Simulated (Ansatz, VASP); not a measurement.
One calculation of As, two programs

The input INCAR:

```
  PREC = Accurate
  ENCUT = 520
  EDIFF = 1E-8
  ISMEAR = -1
  SIGMA = 0.08
  LREAL = F
  LASPH = T
  NELM = 100
  ALGO = Fast
  ISIF = 2
  LWAVE = F
  LCHARG = F
  GGA = PS
  LEFG = T
  NBANDS = 18
```

Contents of KPOINTS:

```
Automatic mesh
0
Gamma
  11 11 8
```

POSCAR

```
As
1.0
    1.8259429108     -5.6934005771      0.0000000000
    1.8259429108      5.6934005771      0.0000000000
    0.0000000000      0.0000000000      4.7398728700
As
4
Direct
    0.1045582800      0.8954417200      0.0735437500
    0.8954417200      0.1045582800      0.9264562500
    0.3954417200      0.6045582800      0.5735437500
    0.6045582800      0.3954417200      0.4264562500
```

Input for Ansatz:

```yaml
crystal:
  lattice:
    - [1.8259429108, -5.6934005771, 0.0]
    - [1.8259429108, 5.6934005771, 0.0]
    - [0.0, 0.0, 4.73987287]
  atoms:
    - { symbol: As, position: [0.10455828, 0.89544172, 0.07354375] }
    - { symbol: As, position: [0.89544172, 0.10455828, 0.92645625] }
    - { symbol: As, position: [0.39544172, 0.60455828, 0.57354375] }
    - { symbol: As, position: [0.60455828, 0.39544172, 0.42645625] }
kpoints:
  mp_grid: { grid: [11, 11, 8] }
  band_path:
    path:
      - [0.0, 0.0, 0.0]
      - [-0.5, 0.5, 0.0]
      - [-0.2757140756, 0.7242859244, 0.0]
      - [0.2757140756, 0.2757140756, 0.0]
      - [0.0, 0.0, 0.0]
      - [0.0, 0.0, 0.5]
      - [0.2757140756, 0.2757140756, 0.5]
      - [-0.2757140756, 0.7242859244, 0.5]
      - [-0.5, 0.5, 0.5]
    npoints: 8
scf:
  occupations: { method: fermi_dirac, width: 0.08 }
hamiltonian:
  xc: pbesol
  pseudopotentials: { kind: paw }
output:
  forces: true
  stress: true
  eigenvalues: true
  efg: { contact_densities: true }
  populations: true
  bader: true
  dos: { projected: true, de: 0.2, e_range: [-14, 8] }
```

Alike in both runs: task electric field gradients; functional PBEsol; k mesh 11 × 11 × 8; occupations fermi-dirac, width 0.08 eV; no spin polarisation.

|  | VASP | Ansatz |
| --- | --- | --- |
| version | VASP 6.6.1 | Ansatz 0.2.0 |
| potentials or method | VASP PAW PBE potentials, release 64 (As) | PAW with Ansatz's default frozen-core files, scalar-relativistic |
| plane-wave cutoff (eV) | 520 | 420 |
| valence electrons in the cell | 20 | 60 |

VASP gave:

* pressure (GPa): -0.8
* largest component of the traceless stress (GPa): 0.17
* rms of the force components (eV/Å): 0.145
* Vzz of the field gradient on the site that differs most (V/Å²): -107.4

Q: Estimate Ansatz's values.

A: Pressure (GPa): -1.2; largest component of the traceless stress (GPa): 0.17; rms of the force components (eV/Å): 0.103; Vzz of the field gradient on the site that differs most (V/Å²): -114.0.

Atom by atom the forces differ by 0.043 eV/Å (rms over components). The functional is the same, so the differences come from potentials, cutoffs and numerics. The two sets of potentials don't hold the same shells in valence.

Caveats: the PAW data sets were made with another functional, which shifts forces and pressure a little (VASP).
